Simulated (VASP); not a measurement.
AlN:

```
Al N
1.0
     3.11375    0.00000    0.00000
    -1.55688    2.69659    0.00000
     0.00000    0.00000    4.98330
Al N
2 2
Direct
  0.33333 0.66667 0.99998
  0.66667 0.33333 0.49998
  0.33333 0.66667 0.38202
  0.66667 0.33333 0.88202
```

The cell was built by a generator and needn't be a form met in nature.

Base run:

```yaml
Program: VASP 6.6.1
Functional: PBEsol
Potentials_or_basis: VASP PAW PBE potentials, release 64 (Al, N)
Cutoff: 520 eV
k_mesh: 8 × 8 × 6
Occupations: gaussian, width 0.01 eV
Spin: no spin polarisation
```

Its results: band gap on the k mesh 4.11 eV, direct; pressure -0.1 GPa.

Question: The run is repeated on the same cell with these changes: functional from PBEsol to r2SCAN; further incar settings from ALGO = Fast; EDIFF = 1e-06; NBANDS = 16 to ALGO = Normal; EDIFF = 1e-07; NBANDS = 16. What comes out?

Answer: Band gap on the k mesh 4.86 eV, direct; pressure -1.6 GPa.

Caveats: the PAW data sets were made with another functional, which shifts forces and pressure a little.

A k mesh can miss the band edges.
